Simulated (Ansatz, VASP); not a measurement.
# BN in VASP and in Ansatz

File INCAR:

```
PREC     = Accurate       # precision mode
ENCUT    = 520            # plane-wave cutoff, eV
EDIFF    = 1E-7           # SCF threshold, eV
ISMEAR   = 0              # smearing method
SIGMA    = 0.05           # smearing width, eV
LREAL    = F              # projectors in reciprocal space
LASPH    = T              # aspherical terms in the spheres
NELM     = 80             # most SCF steps
ALGO     = Normal         # electronic algorithm
ISIF     = 2              # what is computed and relaxed
LWAVE    = F              # write WAVECAR
LCHARG   = F              # write CHGCAR
GGA      = PE             # functional
NBANDS   = 11             # bands
```

Contents of KPOINTS:

```
Automatic mesh
0
Gamma
  12 12 12
```

Contents of POSCAR:

```
BN
1.0
    0.0000000000      1.7837539340      1.8729416307
    1.7837539340      0.0000000000      1.8729416307
    1.7837539340      1.7837539340      0.0000000000
B N
1 1
Direct
    0.0000000000      0.0000000000      0.0000000000
    0.7500000000      0.7500000000      0.7500000000
```

Input for Ansatz:

```yaml
crystal:
  lattice:
    - [0.0, 1.783753934, 1.8729416307]
    - [1.783753934, 0.0, 1.8729416307]
    - [1.783753934, 1.783753934, 0.0]
  atoms:
    - { symbol: B, position: [0.0, 0.0, 0.0] }
    - { symbol: "N", position: [0.75, 0.75, 0.75] }
basis:
  ecutwfc: 420
kpoints:
  mp_grid: { grid: [12, 12, 12] }
hamiltonian:
  xc: pbe
scf:
  occupations: { method: gaussian, width: 0.05 }
output:
  forces: true
  stress: true
  eigenvalues: true
```

Alike in both runs: task single point; functional PBE; k mesh 12 × 12 × 12; occupations gaussian, width 0.05 eV; no spin polarisation.

|  | VASP | Ansatz |
| --- | --- | --- |
| version | VASP 6.6.1 | Ansatz 0.2.0 |
| potentials or method | VASP PAW PBE potentials, release 64 (B, N) | scalar-relativistic, plane waves, PAW |
| plane-wave cutoff (eV) | 520 | 420 |
| valence electrons in the cell | 8 | 8 |

```tsv
	VASP	Ansatz	Ansatz less VASP
gap on the k mesh at the Fermi level (eV)	4.01	4.02	+0.011
least direct gap on the mesh (eV)	8.51	8.52	+0.010
pressure (GPa)	-0.2	-0.4	-0.23
largest component of the traceless stress (GPa)	21.20	21.18	-0.020
```

A k mesh can miss the band edges. Expect the measured gap to be larger: semilocal functionals such as PBE lack the derivative discontinuity.
